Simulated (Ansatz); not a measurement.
# TiS2: frozen-core PAW against all-electron methods

```
Ti S
1.0
     3.41200    0.00000    0.00000
    -1.70600    2.95488    0.00000
     0.00000    0.00000    5.69500
Ti S
1 2
Direct
  0.00000 0.00000 0.00000
  0.33333 0.66667 0.25000
  0.66667 0.33333 0.75000
```

Atoms are numbered in the order listed.

The cell comes from COD entry 1537865, which wasn't checked; take it as a given geometry. It is an old determination, and later ones may differ.

Methods: DFT, PBEsol, PAW with Ansatz's default frozen-core files, scalar-relativistic (Ansatz 0.2.0); DFT, PBEsol, all-electron PAW with datasets made for the crystal, scalar-relativistic (Ansatz 0.2.0); DFT, PBEsol, all-electron LAPW, scalar-relativistic (Ansatz 0.2.0).

For PAW: a Γ-centred 14×14×7 k mesh, Fermi–Dirac smearing of 0.05 eV, cutoff 420 eV, no spin polarisation; the PAW files were made with PBE, and the program remakes their frozen cores for this functional. The crystal-made all-electron datasets (AE datasets) take a cutoff of 300 eV at this cell. LAPW targets a basis error of 1 meV/atom. The Ansatz runs share mesh, smearing and spin set-up. Plane-wave (PAW) pressures include the program's estimate of the Pulay term.

Stress and pressure are positive in compression.

Levels count from the Fermi level.

```json
{"quantity": "pressure (GPa)", "PAW": "-3.55", "AE datasets": "-3.54", "LAPW": "-3.54"}
{"quantity": "stress xx (GPa)", "PAW": "-4.03", "AE datasets": "-4.03", "LAPW": "-4.02"}
{"quantity": "stress zz (GPa)", "PAW": "-2.59", "AE datasets": "-2.58", "LAPW": "-2.58"}
{"quantity": "force on S2, z (eV/Å)", "PAW": "-0.285", "AE datasets": "-0.285", "LAPW": "-0.285"}
{"quantity": "highest filled level at Γ (eV)", "PAW": "-2.742", "AE datasets": "-2.741", "LAPW": "-2.741"}
{"quantity": "lowest empty level at Γ (eV)", "PAW": "0.015", "AE datasets": "0.015", "LAPW": "0.015"}
{"quantity": "highest filled level at H (eV)", "PAW": "-2.162", "AE datasets": "-2.163", "LAPW": "-2.163"}
{"quantity": "lowest empty level at H (eV)", "PAW": "1.173", "AE datasets": "1.173", "LAPW": "1.173"}
{"quantity": "highest filled level at K (eV)", "PAW": "-2.321", "AE datasets": "-2.321", "LAPW": "-2.321"}
{"quantity": "lowest empty level at K (eV)", "PAW": "1.153", "AE datasets": "1.153", "LAPW": "1.153"}
```

PAW's pressure differs from the LAPW value by about 0.01 GPa or less.
